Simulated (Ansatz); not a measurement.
**Cost and result for the equilibrium volume of Au**

```
Au
1.0
     2.74841    0.00000    0.00000
     0.00000    2.74841    0.00000
     0.00000    0.00000    2.74841
Au
1
Cartesian
  1.3742 1.3742 1.3742
```

This isn't the form of Au at room conditions, which is fcc.

| rung | level | program and potentials | cutoff (eV) | k mesh | smearing | core time | chip | equilibrium volume (Å³/atom) | notes |
| --- | --- | --- | --- | --- | --- | --- | --- | --- | --- |
| hybrid | PBE0 | Ansatz, Ansatz PAW | 420 | 5 × 5 × 5 | fermi-dirac 0.05 | 25 s | AMD EPYC 7R13 Zen 3 | 20.53 | coarse mesh; potentials made for PBE, which Ansatz adapts in part |
| hybrid | PBEsol0 | Ansatz, Ansatz PAW | 420 | 5 × 5 × 5 | fermi-dirac 0.05 | 25 s | AMD EPYC 7R13 Zen 3 | 19.71 | coarse mesh; potentials made for PBE, which Ansatz adapts in part |
| hybrid | HSEsol | Ansatz, Ansatz PAW | 420 | 5 × 5 × 5 | fermi-dirac 0.05 | 25 s | AMD EPYC 7R13 Zen 3 | 19.75 | coarse mesh; potentials made for PBE, which Ansatz adapts in part |
| hybrid | B3LYP | Ansatz, Ansatz PAW | 420 | 5 × 5 × 5 | fermi-dirac 0.05 | 30 s | AMD EPYC 7R13 Zen 3 | 21.93 | coarse mesh; potentials made for PBE, which Ansatz adapts in part |
| hybrid | HSE06 | Ansatz, Ansatz PAW | 420 | 5 × 5 × 5 | fermi-dirac 0.05 | 32 s | AMD EPYC 7R13 Zen 3 | 20.50 | coarse mesh; potentials made for PBE, which Ansatz adapts in part |
| Hartree-Fock | HF | Ansatz, Ansatz PAW | 420 | 5 × 5 × 5 | fermi-dirac 0.05 | 36 s | AMD EPYC 7R13 Zen 3 | 23.75 | coarse mesh; potentials made for PBE, which Ansatz adapts in part |
| hybrid | HSE03 | Ansatz, Ansatz PAW | 420 | 5 × 5 × 5 | fermi-dirac 0.05 | 41 s | AMD EPYC 7R13 Zen 3 | 20.56 | coarse mesh; potentials made for PBE, which Ansatz adapts in part |

Times are single runs on shared hosts, so they are rough; meshes, cutoffs and the tasks' sizes weigh on the time. Task: relaxation of cell and atoms. All rows: no spin polarisation. Smearing widths are in eV. For a metal such meshes aren't converged. Meshes are those of the run's cell of 1 atom unless a note names another. Relaxations start from the cell shown or near it and stop with a little pressure left. Runs on faulty files, with rough fits or with known faults for this quantity aren't shown. No row holds spin-orbit coupling.

By rung: hybrid on coarse meshes 19.71 to 21.93; Hartree-Fock on coarse meshes 23.75 (Å³/atom).
